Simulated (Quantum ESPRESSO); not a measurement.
The system is MgS (Niningerite).

```
S Mg
1.0
     0.00000    2.60165    2.60165
     2.60165    0.00000    2.60165
     2.60165    2.60165    0.00000
S Mg
1 1
Direct
  0.50000 0.50000 0.50000
  0.00000 0.00000 0.00000
```

Base run:

| Item | Value |
| --- | --- |
| Program | Quantum ESPRESSO 7.5 |
| Functional | LDA |
| Potentials or basis | SG15 PBE 1.2 |
| Cutoff | 952 eV |
| Density cutoff | 3810 eV |
| k mesh | 9 × 9 × 9 |
| Occupations | fermi-dirac, width 0.05 eV |
| Spin | no spin polarisation |

Its results: band gap on the k mesh 2.59 eV, indirect (least direct gap 3.43 eV); pressure -3.0 GPa.

Question: The run is repeated on the same cell with these changes: potentials or basis from SG15 PBE 1.2 to GBRV 1.5 LDA; cutoff from 952 eV to 612 eV; density cutoff from 3810 eV to 4898 eV. What comes out?

Answer: Band gap on the k mesh 2.69 eV, indirect (least direct gap 3.48 eV); pressure -3.4 GPa.

Caveats: the mesh misses the band edges, which the band path finds closer together; the potentials were made for another functional, which shifts forces and pressure (some runs).

Not every run made on this cell is shown here.
